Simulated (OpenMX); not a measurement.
ZrB2 under changes of volume

One of the cells (10.454 Å³/atom); the others are scaled copies at fixed shape and fractional positions:

```
Zr B
1.0
     3.19099    0.00000    0.00000
    -1.59550    2.76348    0.00000
     0.00000    0.00000    3.55640
Zr B
1 2
Direct
  0.00000 0.00000 0.00000
  0.66667 0.33333 0.50000
  0.33333 0.66667 0.50000
```

| Item | Value |
| --- | --- |
| Program | OpenMX 3.8.5 |
| Functional | PBE |
| Potentials or basis | OpenMX 2013 PBE set, Zr7.0-s3p2d2, B7.0-s2p2d1, fixed grid of 32 × 32 × 42 points |
| k mesh | 11 × 11 × 9 |
| Occupations | fermi-dirac, width 0.05 eV |
| Spin | no spin polarisation |

| volume (Å³/atom) | energy over the lowest point (meV/atom) | largest force (eV/Å) |
| --- | --- | --- |
| 9.634 | ? | ? |
| 9.839 | 17.72 | 0.008 |
| 10.044 | 5.10 | 0.008 |
| 10.454 | 0.00 | 0.006 |
| 10.659 | 6.27 | 0.006 |
| 10.864 | 17.73 | 0.005 |

What does the run at 9.634 Å³/atom give?

Energy over the lowest point 37.94 meV/atom; largest force 0.008 eV/Å.

Worked out: A Birch-Murnaghan fit of order 3 (a polynomial in V^(-2/3)) to the other rows has its minimum at 10.33 Å³/atom with B0 = V·E''(V) = 238 GPa and B' = 3.9 at fixed shape and positions, which overstates the stiffness. It gives 37.97 meV/atom at 9.634 Å³/atom, against the run's 37.94.

Energies are extrapolated to zero smearing.

Caveats: the basis of atomic orbitals isn't converged, which shifts pressures, moduli and gaps.
